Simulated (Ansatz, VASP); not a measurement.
**One calculation of Au, two programs**

Contents of INCAR:

```
ALGO = Normal ; EDIFF = 1E-6
ENCUT = 520 ; GGA = CA
ISIF = 2 ; ISMEAR = -1
LASPH = True ; LCHARG = False
LREAL = False ; LWAVE = False
NBANDS = 12 ; NELM = 80
PREC = Accurate ; SIGMA = 0.05
```

KPOINTS

```
k-points
0
Gamma
  14 14 14
```

The input POSCAR:

```
Au
1.0
    2.3456187709      0.0000000000      0.0000000000
    0.0000000000      2.3456187709      0.0000000000
    0.0000000000      0.0000000000      2.3456187709
Au
1
Direct
    0.0000000000      0.0000000000      0.0000000000
```

Input for Ansatz:

```yaml
crystal:
  lattice:
    - [2.3456187709, 0.0, 0.0]
    - [0.0, 2.3456187709, 0.0]
    - [0.0, 0.0, 2.3456187709]
  atoms:
    - { symbol: Au, position: [0.0, 0.0, 0.0] }
kpoints:
  mp_grid: { grid: [14, 14, 14] }
scf:
  occupations: { method: fermi_dirac, width: 0.05 }
hamiltonian:
  xc: lda
  pseudopotentials: { kind: paw }
output:
  forces: true
  stress: true
  eigenvalues: true
  populations: true
```

Change from the starting cell: volume scaled by 0.68, PAW files.

Alike in both runs: task single point; functional LDA; k mesh 14 × 14 × 14; occupations fermi-dirac, width 0.05 eV; no spin polarisation.

```csv
,VASP,Ansatz
version,VASP 6.6.1,Ansatz 0.2.0
potentials or method,"VASP PAW LDA potentials, release 64 (Au)","PAW with Ansatz's default frozen-core files, scalar-relativistic"
plane-wave cutoff (eV),520,420
valence electrons in the cell,11,19
```

VASP gave:

| Item | Value |
| --- | --- |
| pressure (GPa) | 166.7 |

Problem. Estimate Ansatz's values.

Solution. Pressure (GPa): 164.8.

The two sets of potentials don't hold the same shells in valence.

Caveats: the cell as given lies far from equilibrium; so large a pressure means that the cell lies far from this level's equilibrium, or that cutoff or potentials fall short (VASP). The runs have no spin-orbit coupling, so splittings on Au are missing.
